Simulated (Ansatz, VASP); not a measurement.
## Two plane-wave programs on SiC (Moissanite 3C)

```xyz
2
Lattice="0.0000 2.1790 2.1790 2.1790 0.0000 2.1790 2.1790 2.1790 0.0000" Properties=species:S:1:pos:R:3 pbc="T T T"
Si    0.0000    0.0000    0.0000
C     3.2685    3.2685    3.2685
```

Alike in both runs: task single point; functional PBE; k mesh 10 × 10 × 10; occupations gaussian, width 0.026 eV; no spin polarisation.

|  | VASP | Ansatz |
| --- | --- | --- |
| version | VASP 6.6.1 | Ansatz 0.2.0 |
| potentials or method | VASP PAW PBE potentials, release 64 (Si, C) | Ansatz PAW |
| plane-wave cutoff (eV) | 520 | 420 |
| valence electrons in the cell | 8 | 8 |

Ansatz gave:

| Quantity | Value |
| --- | --- |
| gap on the k mesh at the Fermi level (eV) | 1.36 |
| least direct gap on the mesh (eV) | 4.55 |
| pressure (GPa) | 3.3 |

Question: What did VASP give for the same quantities?

Answer: gap on the k mesh at the Fermi level (eV): 1.36; least direct gap on the mesh (eV): 4.54; pressure (GPa): 3.2.

A k mesh can miss the band edges. Expect the measured gap to be larger: semilocal functionals such as PBE lack the derivative discontinuity.
